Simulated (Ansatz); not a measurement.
A surface is cut from this relaxed crystal of TaN:

```cif
data_structure
_symmetry_space_group_name_H-M 'Fm-3m'
_symmetry_Int_Tables_number 225
_cell_length_a 4.3965
_cell_length_b 4.3965
_cell_length_c 4.3965
_cell_angle_alpha 90.000
_cell_angle_beta 90.000
_cell_angle_gamma 90.000
_cell_volume 84.98
loop_
_atom_site_label
_atom_site_type_symbol
_atom_site_symmetry_multiplicity
_atom_site_Wyckoff_symbol
_atom_site_fract_x
_atom_site_fract_y
_atom_site_fract_z
_atom_site_occupancy
Ta1 Ta 4 b 0.50000 0.00000 0.00000 1
N1 N 4 a 0.00000 0.00000 0.00000 1
```

Miller indices refer to the conventional cell of Fm-3m (No. 225), a = 4.397 Å, b = 4.397 Å, c = 4.397 Å, α = 90.00°, β = 90.00°, γ = 90.00°.

Method: Ansatz 0.2.0, DFT r2SCAN, scalar-relativistic, plane waves, PAW. Cutoff 500 eV, Gaussian smearing of 0.10 eV, no spin polarisation. A dipole correction acts along the normal.

The slab isn't stoichiometric, so its surface energy depends on the chemical potentials; it is given with the excess atoms taken from the element's standard state, a limit at which the compound may itself be unstable, so the figure can be too low. The work function read from the bulk's Fermi level differs by 0.40 eV, so the slab's middle doesn't match the bulk reference (too thin, or relaxed to another structure or magnetic state).

A relaxed slab with low-index faces, about a nanometre thick, has these properties:

| Property | Result |
| --- | --- |
| Surface energy with the excess atoms taken from the elements | 2.52 J/m² |
| Work function | 5.03 eV |

Q: Which low-index plane was cut, and which atoms end it?

A: The (111) plane, with Ta in the top plane and Ta in the bottom one as cut, before relaxation. The planes from bottom to top: Ta, N, Ta, N, Ta, N, Ta, N, Ta, N, Ta.

Spin-orbit coupling is left out, which matters for the bands of heavy elements. Spin polarisation was left out, and a magnetic state may lie lower.

The reference crystal is the rock-salt form of TaN, which isn't its usual structure.